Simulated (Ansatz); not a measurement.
The system is Zn.

```
Zn
1.0
     0.00000    1.96478    1.96478
     1.96478    0.00000    1.96478
     1.96478    1.96478    0.00000
Zn
1
Direct
  0.00000 0.00000 0.00000
```

This isn't the form of Zn at room conditions, which is hcp.

| Quantity | Value |
| --- | --- |
| Program | Ansatz 0.2.0 |
| Task | single point |
| Functional | PBE |
| Potentials or basis | Ansatz PAW |
| Cutoff | 420 eV (not typed: the program's choice for these potentials) |
| k mesh | 12 × 12 × 12 |
| Occupations | fermi-dirac, width 0.05 eV |
| Spin | no spin polarisation |

On this cell: pressure -0.2 GPa; band gap on the k mesh none (metal or under the smearing width).

The same run follows on a disturbed copy (cell strained at random at fixed volume):

```
Zn
1.0
     0.00399    2.00457    1.96702
     1.95665   -0.00432    1.97532
     1.92741    1.98363    0.02492
Zn
1
Direct
  0.97223 0.01156 0.01002
```

Task: What does the disturbed cell give?

Result: The energy (extrapolated to zero smearing) moves by -0.0 meV/atom; pressure 0.0 GPa; band gap on the k mesh none (metal or under the smearing width).

Stress tensor (GPa, compression positive):
```
 0.10 -0.67  0.58
-0.67 -0.63  0.47
 0.58  0.47  0.45
```
